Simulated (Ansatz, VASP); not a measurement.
Rb: VASP beside Ansatz

```
Rb
1.0
    -2.76391    2.80600    2.80600
     2.76391   -2.80600    2.80600
     2.76391    2.80600   -2.80600
Rb
1
Direct
  0.00000 0.00000 0.00000
```

Change from the starting cell: strain -0.0150 x Voigt [1, 0, 0, 0, 0, 0], atoms carried along.

Alike in both runs: task single point; functional PBE; k mesh 12 × 12 × 12; occupations gaussian, width 0.15 eV; no spin polarisation.

|  | VASP | Ansatz |
| --- | --- | --- |
| version | VASP 6.6.1 | Ansatz 0.2.0 |
| potentials or method | VASP PAW PBE potentials, release 64 (Rb_sv) | scalar-relativistic, plane waves, PAW |
| plane-wave cutoff (eV) | 520 | 420 |
| valence electrons in the cell | 9 | 9 |

```tsv
	VASP	Ansatz	Ansatz less VASP
gap on the k mesh at the Fermi level (eV)	none	none	-
pressure (GPa)	0.1	0.1	0.00
```

A gap of «none» marks a metal or a gap that the smearing closes. With one functional, cell and mesh, what is left measures potentials, basis and numerics.
